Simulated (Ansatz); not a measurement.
NaI: eigenvalues along the path

```xyz
2
Lattice="-0.0647 3.2040 3.2040 3.2040 -0.0647 3.2040 3.2040 3.2040 -0.0647" Properties=species:S:1:pos:R:3 pbc="T T T"
Na    0.0000    0.0000    0.0000
I     3.1717    3.1717    3.1717
```

Atom numbers follow the list: Na1, I2.

The cell is COD entry 9008681, as deposited and not checked against the literature; nothing was relaxed. The listed cell was then made from it by scaling, straining or moving an atom.

No spin–orbit coupling, which matters for the heavy atoms here.

Level of theory: DFT, LDA, all-electron LAPW, scalar-relativistic (Ansatz 0.2.0).

Numerical set-up: a Γ-centred 8×8×8 k mesh, Fermi–Dirac smearing of 0.02 eV, basis error target 1 meV/atom, no spin polarisation.

Path points, in fractions of the reciprocal vectors: Γ (0.000, 0.000, 0.000), T (0.500, 0.500, 0.500), H2 (0.255, 0.500, 0.745), H0 (-0.255, 0.255, 0.500), L (0.000, 0.000, 0.500), S0 (-0.378, 0.000, 0.378), S2 (0.000, 0.378, 0.622), F (0.000, 0.500, 0.500). Levels in eV from the valence-band top; bands 14 to 19, counted from the lowest band of the run. The gap is 3.24 eV, direct at Γ.

```
# k(1/Å) point b14 b15 b16 b17 b18 b19
0.000 Γ -11.22 -0.13 -0.13 0.00 3.24 7.64
0.172 - -11.19 -0.34 -0.16 -0.16 3.62 7.62
0.343 - -11.11 -1.03 -0.24 -0.24 4.31 7.29
0.515 - -11.00 -1.69 -0.34 -0.34 4.69 7.48
0.686 - -10.91 -2.14 -0.42 -0.42 4.73 7.18
0.858 T -10.88 -2.30 -0.44 -0.44 4.70 7.08
0.991 - -10.87 -2.26 -0.57 -0.47 4.91 6.73
1.124 - -10.86 -2.13 -0.87 -0.56 5.41 6.19
1.257 - -10.84 -1.93 -1.19 -0.72 5.79 6.00
1.390 - -10.82 -1.70 -1.42 -0.92 5.58 6.59
1.523 H2 -10.82 -1.55 -1.51 -1.05 5.54 7.14
1.665 - -10.82 -1.69 -1.45 -0.90 5.35 6.62
1.806 - -10.83 -1.77 -1.47 -0.68 5.01 6.34
1.948 - -10.83 -1.77 -1.47 -0.68 5.01 6.34
2.089 - -10.82 -1.69 -1.45 -0.90 5.35 6.62
2.231 H0 -10.82 -1.55 -1.51 -1.05 5.54 7.14
2.370 - -10.83 -1.70 -1.43 -0.89 5.63 6.91
2.508 - -10.85 -1.94 -1.19 -0.66 5.86 6.27
2.647 - -10.88 -2.15 -0.85 -0.46 5.61 6.27
2.786 - -10.90 -2.29 -0.52 -0.35 5.04 6.81
2.925 L -10.91 -2.34 -0.38 -0.31 4.80 7.17
3.092 - -10.94 -2.18 -0.36 -0.28 4.81 7.27
3.259 - -11.02 -1.74 -0.30 -0.21 4.74 7.45
3.426 - -11.12 -1.11 -0.22 -0.12 4.31 7.14
3.593 - -11.19 -0.44 -0.15 -0.04 3.61 7.39
3.760 Γ -11.22 -0.13 -0.13 0.00 3.24 7.64
3.965 - -11.18 -0.56 -0.21 -0.05 3.78 7.26
4.170 - -11.07 -1.28 -0.50 -0.14 4.81 6.91
4.376 - -10.95 -1.75 -0.95 -0.28 5.79 6.70
4.581 - -10.87 -1.81 -1.41 -0.47 5.63 6.77
4.786 S0 -10.83 -1.78 -1.48 -0.65 4.95 6.32
4.908 - -10.83 -1.75 -1.49 -0.69 5.20 6.54
5.030 - -10.84 -1.76 -1.39 -0.80 5.60 6.71
5.151 - -10.84 -1.76 -1.39 -0.80 5.60 6.71
5.273 - -10.83 -1.75 -1.49 -0.69 5.20 6.54
5.395 S2 -10.83 -1.78 -1.48 -0.65 4.95 6.32
5.461 - -10.83 -1.87 -1.32 -0.69 4.74 5.98
5.528 - -10.83 -1.94 -1.17 -0.73 4.54 5.69
5.595 - -10.83 -2.00 -1.03 -0.76 4.36 5.48
5.661 - -10.83 -2.03 -0.94 -0.78 4.23 5.36
5.728 F -10.83 -2.04 -0.91 -0.78 4.18 5.32
```
